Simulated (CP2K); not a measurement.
Runs of CP2K 2026.2 on Sb. The structure is trigonal, space group R-3m (No. 166). Conventional cell: a = 4.308 Å, b = 4.308 Å, c = 11.274 Å, α = 90.00°, β = 90.00°, γ = 120.00°. Around Sb (site symmetry 3m) lie 3 Sb at 2.91 Å. 

| level | potentials or basis | smearing | EPS_DEFAULT | NGRIDS | basis sets | potentials | points a segment of the path (NPOINTS) | gap on the mesh (eV) | pressure (GPa) | largest force (eV/Å) |
| --- | --- | --- | --- | --- | --- | --- | --- | --- | --- | --- |
| LDA | GTH_POTENTIALS Sb GTH-PADE-q5; TZVP-MOLOPT-PBE-GTH basis | fermi-dirac 0.1 eV | 1.0E-9 | 4 | Sb TZVP-MOLOPT-PBE-GTH-q5 | Sb GTH-PADE-q5 of GTH_POTENTIALS | 6 | none | -0.9 | 0.01 |
| TB-mBJ | POTENTIAL_UZH Sb GTH-PBE-q5; TZVP-MOLOPT-PBE-GTH basis | fermi-dirac 0.05 eV | 1.0E-9 | 5 | Sb TZVP-MOLOPT-PBE-GTH-q5 | Sb GTH-PBE-q5 of POTENTIAL_UZH | 6 | none | - | - |
| r2SCAN | POTENTIAL_UZH Sb GTH-SCAN-q5; TZVP-MOLOPT-SCAN-GTH basis | fermi-dirac 0.01 eV | 1.0E-9 | 5 | Sb TZVP-MOLOPT-SCAN-GTH-q5 | Sb GTH-SCAN-q5 of POTENTIAL_UZH | 8 | none | 0.7 | 0.09 |
| PBEsol | POTENTIAL_UZH Sb GTH-PBE-q5; TZVP-MOLOPT-PBE-GTH basis | fermi-dirac 0.05 eV | 1.0E-10 | 5 | Sb TZVP-MOLOPT-PBE-GTH-q5 | Sb GTH-PBE-q5 of POTENTIAL_UZH | 6 | none | (a) | (b) |

Alike in all rows: task band structure; no spin polarisation; cell as given; k mesh 8 × 8 × 8.

Fill in the values left out.

(a) 2.5; (b) 0.32.

Caveats: spin-orbit coupling is left out, which moves the levels of the heavy elements; the basis of atomic orbitals isn't converged, which shifts pressures, moduli and gaps; the potentials were made for another functional, which shifts forces and pressure (some runs); this is a model potential without an energy functional, so only levels have meaning (some runs).

A k mesh can miss the band edges, and the runs leave out spin-orbit coupling on Sb.

A gap of «none» marks a metal or a gap under the smearing width.

Runs at the PBE level aren't shown here.
